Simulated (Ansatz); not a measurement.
**Ti: a hydrostatic pressure series**

One table from this session's results is given with a row withheld; the runs are named, their logs left out.

This is Ti in the fcc structure; at room conditions it is hcp.

Method: DFT PBEsol, scalar-relativistic, plane waves, PAW, in Ansatz 0.2.0.

1 further run of the same task is left out (set aside as unsound or not needed).

## The starting structure

It takes space group Fm-3m (No. 225, cubic). Conventional cell: a = 4.056 Å, b = 4.056 Å, c = 4.056 Å, α = 90.00°, β = 90.00°, γ = 90.00°. Around Ti (site symmetry m-3m) lie 12 Ti at 2.87 Å.

Structure file:

```cif
data_structure
_symmetry_space_group_name_H-M 'Fm-3m'
_symmetry_Int_Tables_number 225
_cell_length_a 4.0558
_cell_length_b 4.0558
_cell_length_c 4.0558
_cell_angle_alpha 90.000
_cell_angle_beta 90.000
_cell_angle_gamma 90.000
_cell_volume 66.72
loop_
_atom_site_label
_atom_site_type_symbol
_atom_site_symmetry_multiplicity
_atom_site_Wyckoff_symbol
_atom_site_fract_x
_atom_site_fract_y
_atom_site_fract_z
_atom_site_occupancy
Ti1 Ti 4 a 0.00000 0.00000 0.00000 1
```

This cell was relaxed beforehand with the same method: volume 16.68 Å³/atom, gap on the mesh none (metal).

Set-up of the first run:

input.yaml

```yaml
crystal:
  lattice:
    - [0.0, 2.0471361778, 2.0471361778]
    - [2.0471361778, 0.0, 2.0471361778]
    - [2.0471361778, 2.0471361778, 0.0]
  atoms:
    - { symbol: Ti, position: [0.0, 0.0, 0.0] }
basis:
  ecutwfc: 420
kpoints:
  mp_grid: { grid: [18, 18, 18] }
hamiltonian:
  xc: pbesol
scf:
  occupations: { method: gaussian, width: 0.1 }
output:
  forces: true
  stress: true
  eigenvalues: true
relax:
  adjacent_minimum: "off"
  f_tol: 0.008
  max_steps: 50
  cell: { stress_tol: 0.08, p_target: -3.0 }
```

Launch:

```bash
$ ansatz run input.yaml --threads 1 --pin off --max-ram 2560MiB --backend cpu --events-out ev --progress --plain --runs-dir out
```

Among the steps run: Target pressure -3 GPa; Target pressure 3 GPa; Target pressure 8 GPa; Target pressure 15 GPa; Target pressure 30 GPa; Relaxing at 60 GPa.

One table of the session follows, with a row left open; its other results are not shown here.

Lengths are those of the vectors of the cell that was run:

| P (GPa) | V (Å³/atom) | a (Å) | b (Å) | c (Å) | ΔH (eV/atom) |
| --- | --- | --- | --- | --- | --- |
| -3 | 17.13 | 2.894 | 2.894 | 2.894 | -0.316 |
| 0 | 16.68 | 2.868 | 2.868 | 2.868 | 0.000 |
| 3 | 16.26 | 2.844 | 2.844 | 2.844 | 0.308 |
| 8 | 15.67 | 2.809 | 2.809 | 2.809 | 0.806 |
| 15 | ? | ? | ? | ? | ? |
| 30 | 13.77 | 2.691 | 2.691 | 2.691 | 2.814 |
| 60 | 12.17 | 2.582 | 2.582 | 2.582 | 5.233 |

Estimate the missing values for P (GPa) = 15.

Worked estimate for «V (Å³/atom)». A straight line through the neighbours (8, 15.67) and (30, 13.77) gives 15.67 + (13.77 − 15.67) × (15 − 8) / (30 − 8) = 15.07; a parabola fitted to 4 rows on both sides gives 15.01.

The run gave: V (Å³/atom): 14.95; a (Å): 2.765; b (Å): 2.765; c (Å): 2.765; ΔH (eV/atom): 1.474. In «V (Å³/atom)» the line misses by +0.12 and the parabola by +0.06.

ΔH is E + PV over the energy at zero pressure; a, b and c are the vectors of the computed cell. 

Limits of these values: Other structures may take over in this range; these runs cannot find them.
